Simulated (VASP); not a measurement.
# MnS (Fm-3m) in VASP: electric field gradients with PBE

Aim: the electric field gradients of MnS with PBE.

Everything below comes from runs of VASP 6.6.1. Logs are shortened: lines on timing, memory, paths and dates and some standing lists are left out, and cuts for length are marked.

## 1. The cell of the first run

Symmetry: Fm-3m, No. 225, cubic system. The conventional cell has a = 4.999 Å, b = 4.999 Å, c = 4.999 Å, α = 90.00°, β = 90.00°, γ = 90.00°. Mn (site symmetry m-3m) is surrounded by 6 S at 2.50 Å. S (site symmetry m-3m) has 6 Mn at 2.50 Å as nearest neighbours.

The cell was relaxed by an earlier calculation.

## 2. Electric field gradients, PBE, collinear spin, typed start (volume scaled by 0.9405)

Input file INCAR:

```
PREC = Accurate
ENCUT = 520
EDIFF = 1E-8
ISMEAR = -1
SIGMA = 0.08
LREAL = False
LASPH = True
NELM = 150
ALGO = Fast
ISIF = 2
LWAVE = False
LCHARG = False
ISPIN = 2
MAGMOM = 4 0
LORBIT = 11
LMAXMIX = 4
GGA = PE
LEFG = True
NBANDS = 20
```

Input file KPOINTS:

```
Automatic mesh
0
Gamma
  16 16 16
```

Input file POSCAR:

```
MnS
1.0
    0.0000000000      2.4993294399      2.4993294399
    2.4993294399      0.0000000000      2.4993294399
    2.4993294399      2.4993294399      0.0000000000
Mn S
1 1
Direct
    0.0000000000      0.0000000000      0.0000000000
    0.5000000000      0.5000000000      0.5000000000
```

Potentials or basis: VASP PAW PBE potentials, release 64 (Mn_pv, S).

Command:

```bash
$ cat potpaw_PBE.64/Mn_pv/POTCAR potpaw_PBE.64/S/POTCAR > POTCAR
$ mpirun -np 1 vasp_std > vasp.out
```

OUTCAR:

```text
PREC = Accurate
   ENCUT = 520
   EDIFF = 1E-8
   ISMEAR = -1
   LREAL = False
   LASPH = True
   NELM = 150
   ISIF = 2
   ISPIN = 2
   LORBIT = 11
   GGA = PE

 ion  position               nearest neighbor table
   1  0.000  0.000  0.000-   2 2.50   2 2.50   2 2.50   2 2.50   2 2.50   2 2.50
   2  0.500  0.500  0.500-   1 2.50   1 2.50   1 2.50   1 2.50   1 2.50   1 2.50

  LATTYP: Found a face centered cubic cell.
 ALAT       =     4.9986588798

  Lattice vectors:

 A1 = (   0.0000000000,   2.4993294399,   2.4993294399)
 A2 = (   2.4993294399,   0.0000000000,   2.4993294399)
 A3 = (   2.4993294399,   2.4993294399,   0.0000000000)

Analysis of symmetry for initial positions (statically):
=====================================================================
 Subroutine PRICEL returns:
 Original cell was already a primitive cell.

 Routine SETGRP: Setting up the symmetry group for a
 face centered cubic supercell.

 Subroutine GETGRP returns: Found 48 space group operations
 (whereof 48 operations were pure point group operations)
 out of a pool of 48 trial point group operations.

The static configuration has the point symmetry O_h .

Analysis of symmetry for dynamics (positions and initial velocities):
=====================================================================
 Subroutine PRICEL returns:
 Original cell was already a primitive cell.

 Routine SETGRP: Setting up the symmetry group for a
 face centered cubic supercell.

 Subroutine GETGRP returns: Found 48 space group operations
 (whereof 48 operations were pure point group operations)
 out of a pool of 48 trial point group operations.

The dynamic configuration has the point symmetry O_h .

Analysis of structural, dynamic, and magnetic symmetry:
=====================================================================
 Subroutine PRICEL returns:
 Original cell was already a primitive cell.

 Routine SETGRP: Setting up the symmetry group for a
 face centered cubic supercell.

 Subroutine GETGRP returns: Found 48 space group operations
 (whereof 48 operations were pure point group operations)
 out of a pool of 48 trial point group operations.

[... 164 lines left out ...]
      5       4.6881      1.00000
      6       4.6881      1.00000
[... 541 lines left out ...]
     19      19.9390      0.00000
     20      22.1648      0.00000

 [... further k-points ...]

 spin component 2

 k-point     1 :       0.0000    0.0000    0.0000
  band No.  band energies     occupation
      1     -38.2401      1.00000
      2     -38.2401      1.00000
      3     -38.2401      1.00000
      4      -7.1361      1.00000
      5       6.2300      1.00000
      6       6.2300      1.00000
[... 541 lines left out ...]
     19      20.8390      0.00000
     20      23.6830      0.00000

 [... further k-points ...]

------------------------ aborting loop because EDIFF is reached ----------------------------------------

  FORCE on cell =-STRESS in cart. coord.  units (eV):
  Direction    XX          YY          ZZ          XY          YZ          ZX
  --------------------------------------------------------------------------------------
  -------------------------------------------------------------------------------------
  Total        0.6829176      0.6829176      0.6829176      0.0000000      0.0000000      0.0000000
  in kB       35.0411506     35.0411506     35.0411506      0.0000000      0.0000000      0.0000000
  external PRESSURE =      35.0411506 kB  Pullay stress =       0.0000000 kB

 VOLUME and BASIS-vectors are now :
 -----------------------------------------------------------------------------
  energy-cutoff  :      520.00
  volume of cell :       31.22
      direct lattice vectors                 reciprocal lattice vectors
     0.000000000  2.499329440  2.499329440    -0.200053659  0.200053659  0.200053659
     2.499329440  0.000000000  2.499329440     0.200053659 -0.200053659  0.200053659
     2.499329440  2.499329440  0.000000000     0.200053659  0.200053659 -0.200053659

 POSITION                                       TOTAL-FORCE (eV/Angst)
 -----------------------------------------------------------------------------------
      0.00000      0.00000      0.00000        -0.000000      0.000000     -0.000000
      2.49933      2.49933      2.49933         0.000000     -0.000000      0.000000
 -----------------------------------------------------------------------------------
    total drift:                               -0.000000      0.000000      0.000000

  FREE ENERGIE OF THE ION-ELECTRON SYSTEM (eV)
  ---------------------------------------------------
  free  energy   TOTEN  =       -14.0740478021 eV

  energy  without entropy=      -14.0482757253  energy(sigma->0) =      -14.06116176

 Electric field gradients (V/A^2)
---------------------------------------------------------------------
 ion       V_xx      V_yy      V_zz      V_xy      V_xz      V_yz
---------------------------------------------------------------------
   1       0.000     0.000     0.000     0.000     0.000     0.000
   2       0.000    -0.000    -0.000     0.000     0.000     0.000
---------------------------------------------------------------------

 Electric field gradients after diagonalization (V/A^2)
 (convention: |V_zz| > |V_xx| > |V_yy|)
----------------------------------------------------------------------
 ion       V_xx      V_yy      V_zz     asymmetry (V_yy - V_xx)/ V_zz
----------------------------------------------------------------------
   1      -0.000    -0.000     0.000       0.000
   2      -0.000    -0.000     0.000       0.000
----------------------------------------------------------------------

           NMR quadrupolar parameters

 Cq : quadrupolar parameter    Cq=e*Q*V_zz/h
 eta: asymmetry parameters     (V_yy - V_xx)/ V_zz
 Q  : nuclear electric quadrupole moment in mb (millibarn)
----------------------------------------------------------------------
 ion       Cq(MHz)       eta       Q (mb)
----------------------------------------------------------------------
   1       0.000       0.000       1.000
   2       0.000       0.000       1.000
----------------------------------------------------------------------

 total charge

# of ion       s       p       d       tot
------------------------------------------
    1        0.238   6.202   5.001  11.441
    2        1.329   2.419   0.000   3.748
--------------------------------------------------
tot          1.566   8.621   5.001  15.188

 magnetization (x)

# of ion       s       p       d       tot
------------------------------------------
    1        0.053   0.043   3.842   3.938
    2        0.027   0.043   0.000   0.070
--------------------------------------------------
tot          0.080   0.086   3.842   4.008
```

Run time: 2.6 min. Hardware: 1 thread of Intel Xeon Platinum 8488C (Sapphire Rapids), shared host; peak memory 0.27 GiB.

Results:

* Free energy: -14.0740 eV
* Pressure: 3.5 GPa
* Band gap on the k mesh: none (metal or under the smearing width)
* Net moment: 4.28 μB per cell
* Site moments: Mn +3.94; S +0.07 μB
* Valence electrons inside the program's atomic spheres: Mn 11.44; S 3.75

Levels at points of the mesh, in eV from the Fermi level:
Spin up:
| k point | band 10 | band 11 | band 12 | band 13 | band 14 | band 15 |
| --- | --- | --- | --- | --- | --- | --- |
| (0.00, 0.00, 0.00) | -2.05 | -2.05 | -2.05 | 2.72 | 8.88 | 8.88 |
| (0.50, 0.00, 0.00) | -2.26 | 0.88 | 0.88 | 2.90 | 5.49 | 5.49 |
| (0.50, 0.50, 0.00) | -2.52 | -2.52 | -1.89 | 1.17 | 5.67 | 11.25 |
Spin down:
| k point | band 4 | band 5 | band 6 | band 7 | band 8 | band 9 | band 10 | band 11 |
| --- | --- | --- | --- | --- | --- | --- | --- | --- |
| (0.00, 0.00, 0.00) | -15.23 | -1.87 | -1.87 | -1.87 | -0.11 | -0.11 | -0.11 | 0.00 |
| (0.50, 0.00, 0.00) | -13.62 | -7.27 | -3.95 | -3.95 | 1.10 | 1.10 | 1.36 | 3.32 |
| (0.50, 0.50, 0.00) | -13.46 | -6.36 | -3.63 | -3.63 | -1.46 | 0.52 | 1.40 | 1.40 |

Electric field gradients, principal values (V/Å²):
| atom | Vxx | Vyy | Vzz |
| --- | --- | --- | --- |
| 1 Mn | 0.000 | 0.000 | 0.000 |
| 2 S | 0.000 | 0.000 | 0.000 |

Caveat: a cell with one magnetic atom can't hold antiferromagnetic order, which such compounds often take; semilocal functionals often make such compounds metallic where correlation or magnetic order opens a gap, which also shifts bond lengths.
